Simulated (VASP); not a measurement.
Write the native input for VASP 6.6.1 that does the following.

```yaml
Task: relaxation of cell and atoms
Functional: rev-vdW-DF2
Potentials_or_basis: VASP PAW PBE potentials, release 64 (Pb_d, Te)
Cutoff: 600 eV
k_mesh: 7 × 7 × 7
Occupations: fermi-dirac, width 0.05 eV
Spin: no spin polarisation
Further_INCAR_settings: ALGO = Normal; EDIFF = 1e-07; IBRION = 2; EDIFFG = -0.02; NSW = 60; ISIF = 3
```

The structure of TePb lies in POSCAR:

```
TePb
1.0
    0.0000000000      3.2310000000      3.2310000000
    3.2310000000      0.0000000000      3.2310000000
    3.2310000000      3.2310000000      0.0000000000
Pb Te
1 1
Direct
    0.0000000000      0.0000000000      0.0000000000
    0.5000000000      0.5000000000      0.5000000000
```

These files were run (other wordings do the same):

INCAR

```
  AGGAC = 0.0
  ALGO = Normal
  EDIFF = 1E-7
  EDIFFG = -0.02
  ENCUT = 600
  GGA = MK
  IBRION = 2
  ISIF = 3
  ISMEAR = -1
  LASPH = T
  LCHARG = F
  LREAL = F
  LUSE_VDW = T
  LWAVE = F
  NELM = 60
  NSW = 60
  PARAM1 = 0.1234
  PARAM2 = 0.711357
  PREC = Accurate
  SIGMA = 0.05
  ZAB_VDW = -1.8867
```

KPOINTS

```
k-points
0
Gamma
  7 7 7
```

Potentials or basis: VASP PAW PBE potentials, release 64 (Pb_d, Te).

Command:

```bash
$ cat potpaw_PBE.64/Pb_d/POTCAR potpaw_PBE.64/Te/POTCAR > POTCAR
$ mpirun -np 1 vasp_std > vasp.out
```

Results of the run:

The relaxed volume is 34.57 Å³/atom. The relaxed cell is a = 4.607 Å, b = 4.607 Å, c = 4.607 Å, α = 60.00°, β = 60.00°, γ = 60.00° and the space group after relaxing (to 0.05 Å) is Fm-3m (No. 225). The energy gained by relaxing is 2.8 meV/atom and the ionic steps are 3. The pressure after relaxing is 0.0 GPa.

Caveat: the PAW data sets were made with another functional, which shifts forces and pressure a little.

Wall time 2.6 min on 1 thread of AMD EPYC 9R45 96-Core Processor (Zen 5), on a shared host, peak memory 0.55 GiB.
